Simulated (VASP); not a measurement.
# CdS in VASP: one cell, several levels of theory, part 1 of 2

Aim: gap, levels, forces and stress of CdS (zincblende), under +2.6 % biaxial strain in x and y, z held at fixed geometry. Runs: PBE, r2SCAN. The results are then set beside those of Ansatz 0.2.0 for the same cell.

Program: VASP 6.6.1. PAW datasets, plane waves. Computed at 0 K without zero-point motion; spin polarisation is off.

## Step 1: The system as given

The cell comes from an earlier relaxation with r2SCAN in another program, then strained, with the atoms relaxed again.

The symmetry is I-4m2 (No. 119, tetragonal); conventional cell a = 4.263 Å, c = 5.878 Å, 26.71 Å³ an atom. Around Cd lie 4 S at 2.59 Å; around S lie 4 Cd at 2.59 Å.

The structure in full:

Space group I-4m2 (No. 119). a = 4.263 Å, b = 4.263 Å, c = 5.878 Å, α = 90.00°, β = 90.00°, γ = 90.00°
```json
{"atom": "Cd", "site": "2a", "symmetry": "-4m2", "x": "0.0000", "y": "0.0000", "z": "0.0000"}
{"atom": "S", "site": "2c", "symmetry": "-4m2", "x": "0.0000", "y": "0.5000", "z": "0.2500"}
```

## Step 2: Single point with PBE

INCAR reads:

```
ENCUT = 520.000000
SIGMA = 0.020000
EDIFF = 1.00e-07
GGA = PE
PREC = Accurate
IBRION = -1
ISIF = 2
ISMEAR = -1
NBANDS = 16
NELM = 120
NSW = 0
LASPH = .TRUE.
LCHARG = .FALSE.
LWAVE = .FALSE.
LREAL = .FALSE.
```

KPOINTS reads:

```
KPOINTS created by Atomic Simulation Environment
0
Gamma
8 8 8
0 0 0
```

KPOINTS_OPT reads:

```
special points
6
Reciprocal
0.0000000000 0.0000000000 0.0000000000 1
-0.5000000000 -0.5000000000 0.0000000000 1
-0.3750000000 -0.3750000000 0.2500000000 1
-0.3750000000 0.0000000000 0.3750000000 1
0.0000000000 0.0000000000 0.5000000000 1
-0.5000000000 -0.2500000000 0.2500000000 1
```

POSCAR reads:

```
Cd S
 1.0000000000000000
     0.0000000000000000    3.0144587398999998    2.9392148400000000
     3.0144587398999998    0.0000000000000000    2.9392148400000000
     3.0144587398999998    3.0144587398999998    0.0000000000000000
 Cd  S
   1   1
Cartesian
  0.0000000000000000  0.0000000000000000  0.0000000000000000
  1.5072293699499999  1.5072293699499999  1.4696074200000000
```

The run uses the recommended PBE PAW datasets (18 valence electrons a neutral cell).

The run is started by

```console
$ mpirun -np 1 vasp_std
```

Printed to the terminal (iteration lines stand in OSZICAR):

```text
POSCAR found type information on POSCAR CdS
 POSCAR found :  2 types and       2 ions
 LDA part: xc-table for (Slater+PW92), standard interpolation
 POSCAR, INCAR and KPOINTS ok, starting setup
 FFT: planning ... GRIDC
 FFT: planning ... GRID_SOFT
 FFT: planning ... GRID
 WAVECAR not read
 entering main loop
 Start KPOINTS_OPT (optional k-point list driver)
k-point batch [1-6\6]
```

OSZICAR:

```text
N       E                     dE             d eps       ncg     rms          rms(c)
DAV:   1     0.109072063363E+03    0.10907E+03   -0.89595E+03  1904   0.102E+03
DAV:   2    -0.232356538110E+01   -0.11140E+03   -0.10527E+03  2304   0.251E+02
DAV:   3    -0.667489833099E+01   -0.43513E+01   -0.43433E+01  2296   0.519E+01
DAV:   4    -0.670245452226E+01   -0.27556E-01   -0.27553E-01  2536   0.403E+00
DAV:   5    -0.670283733641E+01   -0.38281E-03   -0.38281E-03  2280   0.447E-01    0.693E+00
DAV:   6    -0.615911143117E+01    0.54373E+00   -0.88778E-01  2832   0.110E+01    0.575E+00
DAV:   7    -0.614223967650E+01    0.16872E-01   -0.17797E-01  2352   0.289E+00    0.290E+00
DAV:   8    -0.614233619860E+01   -0.96522E-04   -0.15265E-02  2248   0.150E+00    0.252E-01
DAV:   9    -0.614231289330E+01    0.23305E-04   -0.17422E-03  2408   0.567E-01    0.659E-02
DAV:  10    -0.614247358392E+01   -0.16069E-03   -0.24171E-04  2392   0.141E-01    0.748E-02
DAV:  11    -0.614256309902E+01   -0.89515E-04   -0.14604E-04  2280   0.854E-02    0.280E-02
DAV:  12    -0.614255642267E+01    0.66763E-05   -0.18744E-05  2464   0.497E-02    0.829E-03
DAV:  13    -0.614255738985E+01   -0.96718E-06   -0.24596E-06  2328   0.954E-03    0.608E-03
DAV:  14    -0.614255737822E+01    0.11633E-07   -0.23214E-07  2464   0.334E-03
   1 F= -.61425574E+01 E0= -.61425574E+01  d E =-.460195E-11
       N       E                     dE             ncg
DAV:   1     0.181822177351E+04   -0.29407E+04      192
DAV:   2     0.114855343729E+04   -0.66967E+03      232
DAV:   3     0.112383555560E+04   -0.24718E+02      240
DAV:   4     0.112368708715E+04   -0.14847E+00      240
DAV:   5     0.112368509041E+04   -0.19967E-02      256
DAV:   6     0.112368505010E+04   -0.40309E-04      240
DAV:   7     0.112368504912E+04   -0.98267E-06      256
DAV:   8     0.112368504909E+04   -0.24575E-07      192
```

The lines after F= are the extra pass for the points of KPOINTS_OPT, at fixed density; their E is not a total energy.

OUTCAR, selected sections:

```text
k-points           NKPTS =     59   k-points in BZ     NKDIM =     59   number of bands    NBANDS=     16

   NELECT =      18.0000    total number of electrons

   dimension x,y,z NGX =    32 NGY =   32 NGZ =   32
   dimension x,y,z NGXF=    64 NGYF=   64 NGZF=   64

  energy-cutoff  :      520.00
  volume of cell :       53.42
      direct lattice vectors                 reciprocal lattice vectors
     0.000000000  3.014458740  2.939214840    -0.165867256  0.165867256  0.170113458
     3.014458740  0.000000000  2.939214840     0.165867256 -0.165867256  0.170113458
     3.014458740  3.014458740  0.000000000     0.165867256  0.165867256 -0.170113458

 k-points in reciprocal lattice and weights: KPOINTS created by Atomic Simulation Env
   0.00000000  0.00000000  0.00000000       0.002
   0.12500000  0.00000000  0.00000000       0.016
   0.25000000  0.00000000  0.00000000       0.016
   0.37500000  0.00000000  0.00000000       0.016
   0.50000000  0.00000000  0.00000000       0.008
   0.12500000  0.12500000  0.00000000       0.004
   0.25000000  0.12500000  0.00000000       0.016
   0.37500000  0.12500000  0.00000000       0.016
[... 51 more k-points ...]

 E-fermi :   1.1518

 k-point     1 :       0.0000    0.0000    0.0000
  band No.  band energies     occupation
      1     -11.2323      2.00000
      2      -6.7851      2.00000
      3      -6.7851      2.00000
      4      -6.7718      2.00000
      5      -6.3991      2.00000
      6      -6.3926      2.00000
      7       0.6885      2.00000
      8       0.6885      2.00000
      9       0.7562      2.00000
     10       1.6943      0.00000
     11       7.2614      0.00000
     12       7.2639      0.00000
     13       7.2639      0.00000
     14      11.7302      0.00000
     15      11.9087      0.00000
     16      12.2328      0.00000

 k-point     2 :       0.1250    0.0000    0.0000
  band No.  band energies     occupation
      1     -11.1796      2.00000
      2      -6.7668      2.00000
      3      -6.7590      2.00000
      4      -6.7293      2.00000
      5      -6.3990      2.00000
      6      -6.3940      2.00000
      7      -0.2703      2.00000
      8       0.5796      2.00000
      9       0.6329      2.00000
     10       2.5287      0.00000
     11       6.9788      0.00000
     12       7.4347      0.00000
     13       7.4558      0.00000
     14      11.3809      0.00000
     15      11.6017      0.00000
     16      12.3998      0.00000

 k-point     3 :       0.2500    0.0000    0.0000
  band No.  band energies     occupation
      1     -11.0521      2.00000
      2      -6.7278      2.00000
      3      -6.7176      2.00000
      4      -6.5594      2.00000
      5      -6.3919      2.00000
      6      -6.3916      2.00000
      7      -1.6126      2.00000
      8       0.3333      2.00000
      9       0.4034      2.00000
     10       3.3270      0.00000
     11       6.9121      0.00000
     12       7.6813      0.00000
     13       7.7814      0.00000
     14      11.2240      0.00000
     15      11.2963      0.00000
     16      11.8949      0.00000

 k-point     4 :       0.3750    0.0000    0.0000
  band No.  band energies     occupation
      1     -10.9248      2.00000
      2      -6.6983      2.00000
      3      -6.6856      2.00000
      4      -6.3805      2.00000
      5      -6.3726      2.00000
      6      -6.2673      2.00000
      7      -2.7583      2.00000
      8       0.1050      2.00000
      9       0.1913      2.00000
     10       3.5816      0.00000
     11       7.5112      0.00000
     12       7.6755      0.00000
     13       7.8624      0.00000
     14      11.4696      0.00000
     15      12.0766      0.00000
     16      12.0943      0.00000

 k-point     5 :       0.5000    0.0000    0.0000
  band No.  band energies     occupation
      1     -10.8724      2.00000
      2      -6.6895      2.00000
      3      -6.6756      2.00000
      4      -6.3707      2.00000
      5      -6.3605      2.00000
      6      -6.0776      2.00000
      7      -3.2615      2.00000
      8       0.0144      2.00000
      9       0.1074      2.00000
     10       3.6003      0.00000
     11       7.6198      0.00000
     12       7.7963      0.00000
     13       7.9679      0.00000
     14      11.5658      0.00000
     15      13.0081      0.00000
     16      13.1587      0.00000

 k-point     6 :       0.1250    0.1250    0.0000
  band No.  band energies     occupation
      1     -11.1605      2.00000
      2      -6.7488      2.00000
      3      -6.7488      2.00000
      4      -6.7292      2.00000
      5      -6.4040      2.00000
      6      -6.3880      2.00000
      7      -0.2546      2.00000
      8       0.4023      2.00000
      9       0.4023      2.00000
     10       2.8349      0.00000
     11       6.5612      0.00000
     12       7.6596      0.00000
     13       7.6596      0.00000
     14      10.7116      0.00000
     15      12.0278      0.00000
     16      12.9794      0.00000

 k-point     7 :       0.2500    0.1250    0.0000
  band No.  band energies     occupation
      1     -11.0572      2.00000
      2      -6.7171      2.00000
      3      -6.7064      2.00000
      4      -6.6134      2.00000
      5      -6.4031      2.00000
      6      -6.3762      2.00000
      7      -1.2618      2.00000
      8       0.1173      2.00000
      9       0.2010      2.00000
     10       3.6120      0.00000
     11       6.2440      0.00000
     12       7.9132      0.00000
     13       8.0339      0.00000
     14      10.2049      0.00000
     15      11.9790      0.00000
     16      13.1301      0.00000

 k-point     8 :       0.3750    0.1250    0.0000
  band No.  band energies     occupation
      1     -10.9307      2.00000
      2      -6.6838      2.00000
      3      -6.6718      2.00000
      4      -6.4542      2.00000
      5      -6.3612      2.00000
      6      -6.2935      2.00000
      7      -2.3926      2.00000
      8      -0.1035      2.00000
      9      -0.0822      2.00000
     10       4.0454      0.00000
     11       6.6488      0.00000
     12       7.8083      0.00000
     13       8.1179      0.00000
     14      10.8357      0.00000
     15      12.5614      0.00000
     16      12.6978      0.00000

 k-point     9 :       0.5000    0.1250    0.0000
  band No.  band energies     occupation
      1     -10.8555      2.00000
      2      -6.6662      2.00000
      3      -6.6611      2.00000
      4      -6.4032      2.00000
      5      -6.3582      2.00000
      6      -6.0611      2.00000
      7      -3.1109      2.00000
      8      -0.3322      2.00000
      9      -0.1483      2.00000
     10       4.1258      0.00000
     11       7.0196      0.00000
     12       7.9836      0.00000
     13       8.1272      0.00000
     14      11.5720      0.00000
     15      12.9489      0.00000
     16      13.1674      0.00000

 k-point    10 :      -0.3750    0.1250    0.0000
  band No.  band energies     occupation
      1     -10.8743      2.00000
      2      -6.6714      2.00000
      3      -6.6644      2.00000
      4      -6.3855      2.00000
      5      -6.3798      2.00000
      6      -6.1318      2.00000
      7      -2.9439      2.00000
      8      -0.4135      2.00000
      9       0.0036      2.00000
     10       4.1334      0.00000
     11       7.1104      0.00000
     12       7.9033      0.00000
     13       7.9636      0.00000
     14      11.7854      0.00000
     15      12.2077      0.00000
     16      13.1711      0.00000

 k-point    11 :      -0.2500    0.1250    0.0000
  band No.  band energies     occupation
      1     -10.9767      2.00000
      2      -6.7034      2.00000
      3      -6.6795      2.00000
      4      -6.4529      2.00000
      5      -6.4044      2.00000
      6      -6.3584      2.00000
      7      -2.0481      2.00000
      8      -0.2559      2.00000
      9       0.2775      2.00000
     10       3.9455      0.00000
     11       6.9323      0.00000
     12       7.5754      0.00000
     13       7.8447      0.00000
     14      10.6858      0.00000
     15      12.0429      0.00000
     16      13.0676      0.00000

 k-point    12 :      -0.1250    0.1250    0.0000
  band No.  band energies     occupation
      1     -11.1035      2.00000
      2      -6.7459      2.00000
      3      -6.7148      2.00000
      4      -6.6519      2.00000
      5      -6.4085      2.00000
      6      -6.3846      2.00000
      7      -0.9944      2.00000
      8       0.1663      2.00000
      9       0.5234      2.00000
     10       3.2518      0.00000
     11       6.7696      0.00000
     12       7.5946      0.00000
     13       7.6795      0.00000
     14      10.6241      0.00000
     15      11.4719      0.00000
     16      13.3695      0.00000

[... the tables of k-points 13 to 59 left out ...]

  Total       -0.4108197     -0.4108197     -0.2443726      0.0000000     -0.0000000     -0.0000000
  in kB      -12.3220172    -12.3220172     -7.3296475      0.0000000     -0.0000000     -0.0000000
  external PRESSURE =     -10.6578940 kB  Pullay stress =       0.0000000 kB

 POSITION                                       TOTAL-FORCE (eV/Angst)
 -----------------------------------------------------------------------------------
      0.00000      0.00000      0.00000        -0.000000     -0.000000     -0.000000
      1.50723      1.50723      1.46961         0.000000      0.000000      0.000000
 -----------------------------------------------------------------------------------
    total drift:                               -0.000001     -0.000001     -0.000000

  FREE ENERGIE OF THE ION-ELECTRON SYSTEM (eV)
  ---------------------------------------------------
  free  energy   TOTEN  =        -6.1425573782 eV

  energy  without entropy=       -6.1425573782  energy(sigma->0) =       -6.14255738
```

Hardware: 1 MPI rank of Intel Xeon 6975P-C, shared host.

The levels at the points of KPOINTS_OPT are read from vasprun.xml.

Near the gap, in eV above the top of the last filled band v; c is the band after it:

| point | v−1 | v | c | c+1 |
| --- | --- | --- | --- | --- |
| Γ | -0.07 | 0.00 | 0.94 | 6.51 |
| X | -1.74 | -1.74 | 3.58 | 4.06 |
| U | -2.26 | -1.43 | 4.08 | 5.18 |
| K | -2.27 | -1.34 | 4.22 | 5.27 |
| L | -0.74 | -0.65 | 2.84 | 6.86 |
| W | -2.00 | -1.99 | 5.03 | 5.37 |

The PBE gap is 0.94 eV, direct at Γ. The pressure is -1.07 GPa; the forces vanish within 0.01 eV/Å.

(Continued in part 2 of 2.)
